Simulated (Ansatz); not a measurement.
Theory: DFT PBE, scalar-relativistic, plane waves, PAW (Ansatz 0.2.0). All cells share a 420 eV cutoff and Γ-centred k meshes spaced at most about 0.3 Å⁻¹ (about 0.25 or finer for metals, 2π included). No spin polarisation in the final relaxations.

Temperature and zero-point effects are left out.

Compare these two cells of SiNi3, each relaxed at this level.

A.

```yaml
crystal:
  lattice:
    - [3.50631, 0.00000, 0.00000]
    - [0.00000, 3.50631, 0.00000]
    - [0.00000, 0.00000, 3.50631]
  atoms:
    - { symbol: Si, position: [0.00000, 0.00000, 0.00000] }
    - { symbol: Ni, position: [0.00000, 0.50000, 0.50000] }
    - { symbol: Ni, position: [0.50000, 0.00000, 0.50000] }
    - { symbol: Ni, position: [0.50000, 0.50000, 0.00000] }
```

B.

```yaml
crystal:
  lattice:
    - [-2.33494, 2.33494, 2.33494]
    - [2.33494, -2.33494, 2.33494]
    - [2.33494, 2.33494, -2.33494]
  atoms:
    - { symbol: Si, position: [0.00000, 0.00000, 0.00000] }
    - { symbol: Ni, position: [0.00000, 0.50000, 0.50000] }
    - { symbol: Ni, position: [0.50000, 0.00000, 0.50000] }
    - { symbol: Ni, position: [0.50000, 0.50000, 0.00000] }
```

Question: Which is lower in energy, and by how much?

Answer: A is lower, by 0.73 eV/atom. A has the Cu3Au (L1_2) type, space group Pm-3m (No. 221), 10.8 Å³/atom and no gap on its mesh; B has space group Im-3m (No. 229), 12.7 Å³/atom and no gap. Counting Ni atoms around Si (those within 1.25 times the shortest such distance or 1.15 times the sum of covalent radii, 1.27 where that leaves under three), A has Si 12 and B has Si 6. The denser one is the lower, and pressure would at first widen the difference. In A, around Si lie 12 Ni at 2.48 Å; around Ni lie 4 Si at 2.48 Å and 8 Ni at 2.48 Å. In B, Si is surrounded by 6 Ni at 2.33 Å; Ni is surrounded by 2 Si at 2.33 Å and 4 Ni at 2.33 Å. Origin: A is a cell as deposited in COD, relaxed; B was invented.

Trial moments died out on the coarse mesh in Pm-3m and Im-3m; another magnetic start might hold. With atoms moved at random, Pm-3m came back. Other cells relaxed within their symmetry can be saddle points.

The two cells differ in packing rather than in local chemical order. A is an ordered decoration of a face-centred cubic lattice, B of a simple cubic one. In both, Si has only Ni as nearest neighbours, and Ni has Si and Ni in the same proportion. The preference for A by 0.73 eV/atom therefore mainly reflects the cost of the open framework. B's contacts shorten from 2.48 to 2.33 Å, as expected when bonding electrons are shared among fewer neighbours, but the stronger individual bonds don't make up for halving their number. Metallic bonding through Ni s and d states, with Si p states mixed in, is only weakly directional and gains little from a six-neighbour environment, so close packing probably wins for this reason.

The result agrees with the known ordered structure of Ni3Si. A gap this large marks B as a poor competitor, but it says nothing about A's margin over other close-packed stacking or ordering variants, or its stability against decomposition into neighbouring nickel silicides.
